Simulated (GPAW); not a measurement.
# InP (F-43m) in GPAW: convergence with k mesh

Aim: find how far k mesh must go before the results for InP settle, at LDA. This setting moves, with any that are tied to it; all else stays.

All numbers are computed with GPAW 26.7.0; they aren't measurements. Logs are shortened: lines on timing, memory, paths and dates and some standing lists are left out, and cuts for length are marked. The log counts tension as positive stress, the text compression.

### Step 1. The structure

It takes space group F-43m (No. 216, cubic). The conventional cell has a = 5.861 Å, b = 5.861 Å, c = 5.861 Å, α = 90.00°, β = 90.00°, γ = 90.00°. In (site symmetry -43m) is surrounded by 4 P at 2.54 Å. Around P (site symmetry -43m) lie 4 In at 2.54 Å.

### Step 2. With k mesh 2 × 2 × 2

run.py reads:

```python
import json
import numpy as np
import spglib
from ase import Atoms
from ase.dft.bandgap import bandgap
from ase.io import read, write
from gpaw import GPAW, PW
from gpaw.response.g0w0 import G0W0

atoms = read('InP.cif')
cell, positions, numbers = spglib.find_primitive(
    (atoms.cell[:], atoms.get_scaled_positions(), atoms.numbers), symprec=1e-4)
atoms = Atoms(numbers, cell=cell, scaled_positions=positions, pbc=True)

calc = GPAW(mode=PW(400),
            xc='LDA',
            kpts={'size': (2, 2, 2), 'gamma': True},
            occupations={'name': 'fermi-dirac', 'width': 0.001},
            nbands=18,
            convergence={'density': 1e-06},
            maxiter=150,
            txt='gpaw.txt')
atoms.calc = calc
energy = atoms.get_potential_energy()
calc.write('gs.gpw')
write('result.traj', atoms)
print(f'Energy: {energy:.6f} eV')
print('Fermi level:', round(calc.get_fermi_level(), 4), 'eV')
print(f'Gap: {bandgap(calc)[0]:.4f} eV, direct: {bandgap(calc, direct=True)[0]:.4f} eV')

calc.diagonalize_full_hamiltonian(nbands=85)
calc.write('full.gpw', mode='all')

ibz = calc.get_ibz_k_points()
gap, vbm, cbm = bandgap(calc, output=None)
gap, direct, _ = bandgap(calc, direct=True, output=None)
gamma = int(np.abs(ibz).sum(1).argmin())
kpts = sorted({gamma, vbm[1], cbm[1], direct[1]})
gw = G0W0(calc='full.gpw',
          filename='gw',
          ecut=80,
          ecut_extrapolation=False,
          relbands=(-1, 1),
          kpts=kpts,
          integrate_gamma='sphere',
          nbands=81,
          ppa=True)
gw.calculate()
results = {mode: {key: np.asarray(r[key]).tolist() for key in ['f', 'eps', 'vxc', 'exx', 'sigma', 'Z', 'qp', 'sigma_eskn']}
           for mode, r in gw.all_results.items()}
json.dump({'kpts': ibz[kpts].tolist(), 'results': results}, open('gw.json', 'w'))
for mode, r in results.items():
    f, qp = np.array(r['f']), np.array(r['qp'])
    print(mode, 'quasiparticle energies (eV):')
    print(qp.round(3))
    print(mode, 'gap:', round(qp[f < 0.5].min() - qp[f > 0.5].max(), 4), 'eV')
```

InP.cif reads:

```cif
data_InP
_cell_length_a 5.86100000
_cell_length_b 5.86100000
_cell_length_c 5.86100000
_cell_angle_alpha 90.00000000
_cell_angle_beta 90.00000000
_cell_angle_gamma 90.00000000
_space_group_name_H-M_alt 'F-43m'
_space_group_name_Hall 'F -4 2 3'
_space_group_IT_number 216
loop_
_space_group_symop_operation_xyz
'x,y,z'
'y,-x,-z'
'-x,-y,z'
'-y,x,-z'
'x,-y,-z'
'y,x,z'
'-x,y,-z'
'-y,-x,z'
'z,x,y'
'-z,y,-x'
'z,-x,-y'
'-z,-y,x'
'-z,x,-y'
'z,y,x'
'-z,-x,y'
'z,-y,-x'
'y,z,x'
'-x,-z,y'
'-y,z,-x'
'x,-z,-y'
'-y,-z,x'
'x,z,y'
'y,-z,-x'
'-x,z,-y'
'x,y+1/2,z+1/2'
'y,-x+1/2,-z+1/2'
'-x,-y+1/2,z+1/2'
'-y,x+1/2,-z+1/2'
'x,-y+1/2,-z+1/2'
'y,x+1/2,z+1/2'
'-x,y+1/2,-z+1/2'
'-y,-x+1/2,z+1/2'
'z,x+1/2,y+1/2'
'-z,y+1/2,-x+1/2'
'z,-x+1/2,-y+1/2'
'-z,-y+1/2,x+1/2'
'-z,x+1/2,-y+1/2'
'z,y+1/2,x+1/2'
'-z,-x+1/2,y+1/2'
'z,-y+1/2,-x+1/2'
'y,z+1/2,x+1/2'
'-x,-z+1/2,y+1/2'
'-y,z+1/2,-x+1/2'
'x,-z+1/2,-y+1/2'
'-y,-z+1/2,x+1/2'
'x,z+1/2,y+1/2'
'y,-z+1/2,-x+1/2'
'-x,z+1/2,-y+1/2'
'x+1/2,y,z+1/2'
'y+1/2,-x,-z+1/2'
'-x+1/2,-y,z+1/2'
'-y+1/2,x,-z+1/2'
'x+1/2,-y,-z+1/2'
'y+1/2,x,z+1/2'
'-x+1/2,y,-z+1/2'
'-y+1/2,-x,z+1/2'
'z+1/2,x,y+1/2'
'-z+1/2,y,-x+1/2'
'z+1/2,-x,-y+1/2'
'-z+1/2,-y,x+1/2'
'-z+1/2,x,-y+1/2'
'z+1/2,y,x+1/2'
'-z+1/2,-x,y+1/2'
'z+1/2,-y,-x+1/2'
'y+1/2,z,x+1/2'
'-x+1/2,-z,y+1/2'
'-y+1/2,z,-x+1/2'
'x+1/2,-z,-y+1/2'
'-y+1/2,-z,x+1/2'
'x+1/2,z,y+1/2'
'y+1/2,-z,-x+1/2'
'-x+1/2,z,-y+1/2'
'x+1/2,y+1/2,z'
'y+1/2,-x+1/2,-z'
'-x+1/2,-y+1/2,z'
'-y+1/2,x+1/2,-z'
'x+1/2,-y+1/2,-z'
'y+1/2,x+1/2,z'
'-x+1/2,y+1/2,-z'
'-y+1/2,-x+1/2,z'
'z+1/2,x+1/2,y'
'-z+1/2,y+1/2,-x'
'z+1/2,-x+1/2,-y'
'-z+1/2,-y+1/2,x'
'-z+1/2,x+1/2,-y'
'z+1/2,y+1/2,x'
'-z+1/2,-x+1/2,y'
'z+1/2,-y+1/2,-x'
'y+1/2,z+1/2,x'
'-x+1/2,-z+1/2,y'
'-y+1/2,z+1/2,-x'
'x+1/2,-z+1/2,-y'
'-y+1/2,-z+1/2,x'
'x+1/2,z+1/2,y'
'y+1/2,-z+1/2,-x'
'-x+1/2,z+1/2,-y'
loop_
_atom_site_label
_atom_site_type_symbol
_atom_site_symmetry_multiplicity
_atom_site_Wyckoff_symbol
_atom_site_fract_x
_atom_site_fract_y
_atom_site_fract_z
_atom_site_occupancy
In1 In 4 a 0.0000000000 0.0000000000 0.0000000000 1
P1 P 4 c 0.2500000000 0.2500000000 0.2500000000 1
```

Potentials or basis: the program's PAW data sets (release 1.2.1) made for this functional, pw.

Run with:

```sh
$ OMP_NUM_THREADS=1 python run.py
```

gpaw.txt:

```text
__  _  _
 | _ |_)|_||  |
 |__||  | ||/\| - 26.7.0

Input parameters:
  mode=PW(ecut=400.0),
  convergence={'density': 1e-06},
  kpts=MonkhorstPack(size=(2, 2, 2), gamma=True),
  maxiter=150,
  nbands=18,
  occupations=Occupations(name='fermi-dirac', width=0.001),
  xc=XC(name='LDA')

Diagonalizing LCAO Hamiltonian
Converting LCAO to pw mode

           P

       In

Atoms  # Å, Bohr magnetons
|   | symbol |        x |        y |        z |    initial magnetic moments |
|---|--------|----------|----------|----------|-----------------------------|
| 0 |     In | 0.000000 | 0.000000 | 0.000000 | ( 0.0000,  0.0000,  0.0000) |
| 1 |      P | 1.465250 | 1.465250 | 1.465250 | ( 0.0000,  0.0000,  0.0000) |

Unit cell  # Å
| periodic |        x |        y |        z |  lengths |    angles |
|----------|----------|----------|----------|----------|-----------|
|      yes | 0.000000 | 2.930500 | 2.930500 | 4.144353 | 60.000000 |
|      yes | 2.930500 | 0.000000 | 2.930500 | 4.144353 | 60.000000 |
|      yes | 2.930500 | 2.930500 | 0.000000 | 4.144353 | 60.000000 |

Number of symmetries: 24
Symmetry operations  # r_c * U_cc + t_c -> r_c
|    | kind |            matrix            |
|----|------|------------------------------|
|  0 |  E   |  1, 0, 0,  0, 1, 0,  0, 0, 1 |
|  1 |  σ   |  1, 0, 0,  0, 0, 1,  0, 1, 0 |
|  2 |  σ   |  1, 0,-1,  0, 1,-1,  0, 0,-1 |
|  3 |  C3  |  1, 0,-1,  0, 0,-1,  0, 1,-1 |
|  4 |  C3  |  1,-1, 0,  0,-1, 1,  0,-1, 0 |
|  5 |  σ   |  1,-1, 0,  0,-1, 0,  0,-1, 1 |
|  6 |  σ   |  0, 1, 0,  1, 0, 0,  0, 0, 1 |
|  7 |  C3  |  0, 1, 0,  0, 0, 1,  1, 0, 0 |
|  8 |  C2  |  0, 1,-1,  1, 0,-1,  0, 0,-1 |
|  9 |  S4  |  0, 1,-1,  0, 0,-1,  1, 0,-1 |
| 10 |  C3  |  0, 0, 1,  1, 0, 0,  0, 1, 0 |
| 11 |  σ   |  0, 0, 1,  0, 1, 0,  1, 0, 0 |
| 12 |  S4  |  0, 0,-1,  1, 0,-1,  0, 1,-1 |
| 13 |  C3  |  0, 0,-1,  0, 1,-1,  1, 0,-1 |
| 14 |  S4  |  0,-1, 1,  1,-1, 0,  0,-1, 0 |
| 15 |  C2  |  0,-1, 1,  0,-1, 0,  1,-1, 0 |
| 16 |  C3  |  0,-1, 0,  1,-1, 0,  0,-1, 1 |
| 17 |  S4  |  0,-1, 0,  0,-1, 1,  1,-1, 0 |
[... 86 lines left out ...]
    |   3s |  2.000 |     -14.015 |    0.953 |
    |   3p |  3.000 |      -5.596 |    0.953 |
    |    s |        |      13.197 |    0.953 |
    |    p |        |      21.615 |    0.953 |
    |    d |        |       0.000 |    0.953 |

    Using partial waves for P as LCAO basis

Reference energy: -169106.896229  # eV

eigensolver:
  PPCG
  Converge bands: occupied
  niter=2

density mixing:
  MSR1-Mixer
  Pratt-step length: 0.05
  Maximum mixing coefficient: 0.75
  Old densities: 10
  SVD Regularization: 0.005
  Good broyden scale: 1.0
  Trust region scale: 1.0
  Backstep threshold: 4.0
  History deletion threshold: 6.0
  Fourier metric: weight=20.0, sigma=0.015

occupation numbers:
  Fermi-Dirac:
    width: 0.0010  # eV

poisson solver:
  ecut: 3200.0  # eV

xc functional:
  name: None

convergence criteria:
- Maximum integral of absolute [dens]ity change: 1e-06 electrons / valence electron
- Maximum [total energy] change in last 3 cyles: 0.0005 eV / valence electron
- Maximum integral of absolute [eigenst]ate change: 4e-08 eV^2 / valence electron
maximum number of iterations: 150

SCF iterations
|iter     | |      energy | eigst |  dens |
|---------|-|-------------|-------|-------|
|iter:   1| |   -8.583606 | -0.38 |       |
|iter:   2| |   -8.431710 | -2.24 | -1.00 |
|iter:   3| |   -7.845265 | -1.57 | -1.04 |
|iter:   4| |   -7.838639 | -3.25 | -1.67 |
|iter:   5| |   -7.837779c| -3.94 | -2.18 |
|iter:   6| |   -7.837799c| -5.50 | -2.93 |
|iter:   7| |   -7.837801c| -6.68 | -3.51 |
|iter:   8| |   -7.837801c| -7.64c| -4.65 |
|iter:   9| |   -7.837801c| -8.31c| -5.25 |
|iter:  10| |   -7.837801c| -9.00c| -5.97 |
|iter:  11| |   -7.837801c| -9.52c| -6.52c|

Converged in 11 steps
Energy contributions relative to reference atoms: (reference = -169106.896229)

Energy contributions:
  Kinetic:          23.416576
  Coulomb:         -19.115660
  Zero:              0.258613
  External:          0.000000
  Xc:              -12.397331
  Entropy:          -0.000000
  Spinorbit:         0.000000
  ----------------------------
  Free energy:      -7.837801
  Extrapolated:     -7.837801

dipole moment: (-22.382824, -22.382824, -22.382824)  # |e|*Ang

Fermi level: 5.079
Eigenvalues  # (at kpt = [0.000, 0.000, 0.000])
| band index |      eig [eV] | occ [0-2] |
|------------|---------------|-----------|
|          0 |        -9.445 |     2.000 |
|          1 |        -9.445 |     2.000 |
|          2 |        -9.445 |     2.000 |
|          3 |        -9.305 |     2.000 |
|          4 |        -9.305 |     2.000 |
|          5 |        -6.579 |     2.000 |
[... 10 lines left out ...]
|         16 |        15.720 |     0.000 |
|         17 |        15.720 |     0.000 |

Gap: 0.316 eV
Transition (v -> c):
  (s=0, k=0, n=8, [0.00, 0.00, 0.00]) -> (s=0, k=0, n=9, [0.00, 0.00, 0.00])
No difference between direct/indirect transitions
# Writing to gs.gpw (mode='')

Matrix size: 941x941
# Writing to full.gpw (mode='all')
```

gw.w.txt:

```text
FrequencyGridDescriptor(from 0.000+0.000j to 0.000+27.211j eV, 2 points)
FrequencyGridDescriptor(from 0.000+0.000j to 0.000+27.211j eV, 2 points)

BZ k-points: Symmetries present (total): 24

8 k-points: 2 x 2 x 2 Monkhorst-Pack grid + [1/4,1/4,1/4]
3 k-points in the irreducible part of the Brillouin zone
       k-points in crystal coordinates                weights
   0:     0.00000000    0.00000000    0.00000000          1/8
   1:     0.50000000    0.50000000    0.00000000          3/8
[... 109 lines left out ...]
exx:     Exact exchange [eV]
sigma:   Self-energies [eV]
dsigma:  Self-energy derivatives
Z:       Renormalization factors
qp:      QP-energies [eV]

k-point 0 (0): (0.000, 0.000, 0.000)                GW
band       f     eps     vxc     exx   sigma  dsigma       Z      qp
                                                                   GW
   8   1.000   5.056 -15.348 -17.677   2.073  -0.252   0.799   4.852
   9   0.000   5.372 -14.655  -9.346  -4.220  -0.236   0.809   6.254
```

It took 7.8 s on 1 thread of Arm Neoverse V1, shared host; peak memory 0.26 GiB.

What came out:

```
Free energy                              : -7.8378 eV
Band gap on the k mesh, mean-field level : 0.32 eV, direct
Quasiparticle gap                        : 1.40 eV
Least direct quasiparticle gap           : 1.40 eV
```

### Step 3. With k mesh 3 × 3 × 3

Edit run.py of step 2 so:

```diff
@@ -16,3 +16,3 @@
             xc='LDA',
-            kpts={'size': (2, 2, 2), 'gamma': True},
+            kpts={'size': (3, 3, 3), 'gamma': True},
             occupations={'name': 'fermi-dirac', 'width': 0.001},
```

InP.cif is that of step 2.

Potentials or basis: the program's PAW data sets (release 1.2.1) made for this functional, pw.

Run with:

```sh
$ OMP_NUM_THREADS=1 python run.py
```

Run time: 12 s. Hardware: 1 thread of Arm Neoverse V1, shared host; peak memory 0.29 GiB.

What came out:

```yaml
Free_energy: -9.3242 eV
Band_gap_on_the_k_mesh_mean-field_level: 0.42 eV, direct
Quasiparticle_gap: 1.36 eV
Least_direct_quasiparticle_gap: 1.36 eV
```

### Step 4. With k mesh 4 × 4 × 4

Edit run.py of step 3 so:

```diff
@@ -16,3 +16,3 @@
             xc='LDA',
-            kpts={'size': (3, 3, 3), 'gamma': True},
+            kpts={'size': (4, 4, 4), 'gamma': True},
             occupations={'name': 'fermi-dirac', 'width': 0.001},
```

InP.cif is that of step 3.

Run with:

```sh
$ OMP_NUM_THREADS=1 python run.py
```

It took 28 s on 1 thread of Arm Neoverse V1, shared host; peak memory 0.34 GiB.

Results (log left out):

```yaml
Free_energy: -9.6345 eV
Band_gap_on_the_k_mesh_mean-field_level: 0.45 eV, direct
Quasiparticle_gap: 1.33 eV
Least_direct_quasiparticle_gap: 1.33 eV
```

### Step 5. With k mesh 5 × 5 × 5

Edit run.py of step 4 so:

```diff
@@ -16,3 +16,3 @@
             xc='LDA',
-            kpts={'size': (4, 4, 4), 'gamma': True},
+            kpts={'size': (5, 5, 5), 'gamma': True},
             occupations={'name': 'fermi-dirac', 'width': 0.001},
```

InP.cif is that of step 4.

Run with:

```sh
$ OMP_NUM_THREADS=1 python run.py
```

Wall time 57 s (1 thread of Arm Neoverse V1, shared host); peak memory 0.42 GiB.

The run converged. Its results:

```
Free energy                              : -9.7165 eV
Band gap on the k mesh, mean-field level : 0.46 eV, direct
Quasiparticle gap                        : 1.32 eV
Least direct quasiparticle gap           : 1.32 eV
```

### Step 6. With k mesh 6 × 6 × 6

Edit run.py of step 5 so:

```diff
@@ -16,3 +16,3 @@
             xc='LDA',
-            kpts={'size': (5, 5, 5), 'gamma': True},
+            kpts={'size': (6, 6, 6), 'gamma': True},
             occupations={'name': 'fermi-dirac', 'width': 0.001},
```

InP.cif is that of step 5.

Potentials or basis: the program's PAW data sets (release 1.2.1) made for this functional, pw.

Run with:

```sh
$ OMP_NUM_THREADS=1 python run.py
```

Run time: 2.1 min. Hardware: 1 thread of Arm Neoverse V1, shared host; peak memory 0.55 GiB.

It converged, with:

- Free energy: -9.7423 eV
- Band gap on the k mesh, mean-field level: 0.47 eV, direct
- Quasiparticle gap: 1.31 eV
- Least direct quasiparticle gap: 1.31 eV

### Step 7. With k mesh 7 × 7 × 7

Edit run.py of step 6 so:

```diff
@@ -16,3 +16,3 @@
             xc='LDA',
-            kpts={'size': (6, 6, 6), 'gamma': True},
+            kpts={'size': (7, 7, 7), 'gamma': True},
             occupations={'name': 'fermi-dirac', 'width': 0.001},
```

InP.cif is that of step 6.

Run with:

```sh
$ OMP_NUM_THREADS=1 python run.py
```

Wall time 4.4 min (1 thread of Arm Neoverse V1, shared host); peak memory 0.72 GiB.

The run converged. Its results:

* Free energy: -9.7510 eV
* Band gap on the k mesh, mean-field level: 0.47 eV, direct
* Quasiparticle gap: 1.31 eV
* Least direct quasiparticle gap: 1.31 eV

### Step 8. The series at a glance

```tsv
k mesh	energy less the tightest run, at zero smearing (meV/atom)	gap on the mesh (eV)	quasiparticle gap at the points computed (eV)	SCF cycles	CPU time (s)	peak memory (GiB)
2 × 2 × 2	956.61	0.316	1.401	11	7.8	0.26
3 × 3 × 3	213.43	0.419	1.356	11	12	0.29
4 × 4 × 4	58.26	0.452	1.330	10	28	0.34
5 × 5 × 5	17.24	0.465	1.318	10	57	0.42
6 × 6 × 6	4.34	0.470	1.315	10	130	0.55
7 × 7 × 7	0.00	0.472	1.315	10	260	0.72
```

Against the tightest run, the gap on the mesh stays within 0.01 eV from 5 × 5 × 5 on; the quasiparticle gap at the points computed stays within 0.05 eV from 3 × 3 × 3 on. Not settled before the last step: the energy (to 1 meV/atom). Meshes of other sizes hit other points, so gaps and Fermi surfaces needn't settle smoothly. The tightest run that finished is the yardstick and may itself not be fully converged.

Caveats: the quasiparticle gap is taken among the few k points that were corrected; the long-wavelength limit can be off by a per cent or two; spin-orbit coupling is left out, which moves the levels of the heavy elements.
